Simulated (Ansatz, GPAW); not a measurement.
Given: the input of a run of Ansatz 0.2.0 on TaSi2. 

The input input.yaml:

```yaml
crystal:
  lattice:
    - [4.7839, 0.0, 0.0]
    - [-2.39195, 4.1429789292, 0.0]
    - [0.0, 0.0, 6.57]
  atoms:
    - { symbol: Ta, position: [0.0, 0.5, 0.3333333333] }
    - { symbol: Ta, position: [0.5, 0.5, 0.6666666667] }
    - { symbol: Ta, position: [0.5, 0.0, 0.0] }
    - { symbol: Si, position: [0.31794, 0.15897, 0.3333333333] }
    - { symbol: Si, position: [0.15897, 0.84103, 0.6666666667] }
    - { symbol: Si, position: [0.84103, 0.68206, 0.0] }
    - { symbol: Si, position: [0.68206, 0.84103, 0.3333333333] }
    - { symbol: Si, position: [0.84103, 0.15897, 0.6666666667] }
    - { symbol: Si, position: [0.15897, 0.31794, 0.0] }
hamiltonian:
  xc: pbesol
  pseudopotentials: { kind: paw }
  hubbard: { sites: [{ species: Ta, l: d, u_eff: 4.0 }] }
kpoints:
  mp_grid: { grid: [5, 5, 3] }
scf:
  occupations: { method: fermi_dirac, width: 0.05 }
output:
  forces: true
  stress: true
  eigenvalues: true
```

Potentials or basis: Ansatz PAW.

Command:

```sh
$ ansatz run input.yaml --threads 4 --pin off --max-ram 11264MiB --backend cpu --events-out ev --progress --plain --runs-dir out
```

Task: Set up the same calculation for GPAW 26.7.0 (ASE script). Potentials or basis there: PAW data sets generated for this functional, cutoff 600 eV.

Result: As run (cutoffs and basis follow the program's own potentials, and thresholds, step limits or extra output files can differ):

File run.py:

```python
from ase.dft.bandgap import bandgap
from ase.io import read, write
from ase.units import GPa
from gpaw import GPAW, PW, setup_paths

setup_paths.insert(0, '.')

atoms = read('POSCAR')

calc = GPAW(mode=PW(600),
            xc='PBEsol',
            kpts={'size': (5, 5, 3), 'gamma': True},
            occupations={'name': 'fermi-dirac', 'width': 0.05},
            setups={'Ta': ':d,4.0'},
            nbands=57,
            convergence={'density': 1e-05, 'energy': 1e-05},
            maxiter=150,
            txt='gpaw.txt')
atoms.calc = calc
energy = atoms.get_potential_energy()
forces = atoms.get_forces()
stress = atoms.get_stress()
calc.write('gs.gpw')
write('result.traj', atoms)
print(f'Energy: {energy:.6f} eV')
print('Forces (eV/A):')
print(forces.round(4))
print('Stress (GPa):', (stress / GPa).round(3))
print('Fermi level:', round(calc.get_fermi_level(), 4), 'eV')
print(f'Gap: {bandgap(calc)[0]:.4f} eV, direct: {bandgap(calc, direct=True)[0]:.4f} eV')
```

File POSCAR:

```
TaSi2
1.0
    4.7839000000      0.0000000000      0.0000000000
   -2.3919500000      4.1429789292      0.0000000000
    0.0000000000      0.0000000000      6.5700000000
Ta Si
3 6
Direct
    0.0000000000      0.5000000000      0.3333333333
    0.5000000000      0.5000000000      0.6666666667
    0.5000000000      0.0000000000      0.0000000000
    0.3179400000      0.1589700000      0.3333333333
    0.1589700000      0.8410300000      0.6666666667
    0.8410300000      0.6820600000      0.0000000000
    0.6820600000      0.8410300000      0.3333333333
    0.8410300000      0.1589700000      0.6666666667
    0.1589700000      0.3179400000      0.0000000000
```

Potentials or basis: PAW data sets generated in the run's folder for this functional, pw.

The run is started by

```bash
$ gpaw-setup -f PBEsol Si Ta
$ OMP_NUM_THREADS=1 python run.py
```

Both were run:

|  | Ansatz | GPAW |
| --- | --- | --- |
| Pressure | -1.0 GPa | 3.1 GPa |

Ansatz's pressure holds a Pulay term of +0.05 GPa for its cutoff of 420 eV, which the other run lacks.

Ansatz's potentials were made for PBE.

Where Ansatz's input types no cutoff or centring, it takes its own default and a Γ-centred mesh.

The two runs disagree by more than potentials and bases usually give (in gap, levels, pressure or energy); the cause wasn't traced.

How U acts hangs on each program's projectors.

Pressure is positive in compression.
